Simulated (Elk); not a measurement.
Planning a run of Elk 11.2.3 (patched build) on NaH (Fm-3m). The input:

```
tasks
  0

xctype
  100 208 12

rgkmax
  8.5

gmaxvr
  18.0

lmaxapw
  10

lmaxo
  8

lorbcnd
  .true.

tshift
  .false.

ngridk
  8 8 8

swidth
  0.0005

maxscl
  200

mixtype
  1

epspot
  1.e-5

epsengy
  1.0

beta0
  0.05

sppath
  './'

avec
  -0.0000000000 4.5096833651 4.5096833651
  4.5096833651 -0.0000000000 4.5096833651
  4.5096833651 4.5096833651 -0.0000000000

atoms
  2
  'Na.in'
  1
  0.0000000000 0.0000000000 0.0000000000
  'H.in'
  1
  0.5000000000 0.5000000000 0.5000000000
```

```sh
OMP_NUM_THREADS=4 elk > log
```

Question: Estimate wall time and host memory on 4 threads of Arm Neoverse V1, shared host.

It took 70 s; on shared hardware allow 35 s to 2.3 min. Peak host memory was 0.14 GiB.

[Paths, hosts, dates, memory and timing lines, banners, echoed tables and standing remarks are left out of the program output.]

[Logs are printed without paths, hosts, clocks, repeated set-up lines and the standing remarks that a program may print on its own settings, such as how far it seeks lower states.]

[Runs of the session that timed out or met a known fault of the program may be left out.]

[Hosts, paths, dates, database ids (printed as entryN), source tags and the programs' standing remarks are cut or masked in the printed files.]
